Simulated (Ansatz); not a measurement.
**Compressing TiAl2: a fit and a missing row**

TiAl2, Cmmm, a = 3.901 Å, b = 12.053 Å, c = 3.972 Å. The structure is a COD entry; whether it is the stable form wasn't checked. Ansatz: PBEsol, PAW, 420 eV, Γ-centred 10×10×10 mesh on 6 atoms, Gaussian smearing 0.10 eV; no spin polarisation. Shape and atoms are relaxed at each volume; pressure is positive in compression.

```
V (Å³/atom) P (GPa)
     13.695        ?
     14.162    13.05
     14.629     8.03
     15.096     3.71
     15.563     0.00
     16.030    -3.19
     16.497    -5.94
     17.119    -9.01
```

**Question.** Take V0 = 15.563 Å³/atom, fit the third-order Birch–Murnaghan form to the other rows, and predict the missing pressure.

**Answer.** With the Eulerian strain f = ½[(V0/V)^(2/3) − 1] and y = P/[3f(1 + 2f)^(5/2)], the form is the line y = B0 + 1.5 B0 (B0′ − 4) f. Rows (f, y): 0.03245, 114.6; 0.02106, 114.6; 0.01026, 114.6; -0.00976, 114.5; -0.01905, 114.5; -0.03078, 114.4. Means f = 0.0006967, y = 114.53; Σ(Δf)² = 0.003004, ΣΔfΔy = 0.009316; the slope is their ratio. y = 114.5 + 3.101 f GPa, so B0 = 114.5 GPa and B0′ = 4 + 2 × (3.101)/(3 × 114.5) = 4.02. At V = 13.695, f = 0.04449, y = 114.64 and P = 18.93 GPa. The run gave 18.89 GPa, so the fit is 0.04 GPa too high, a small miss on the scale of the series.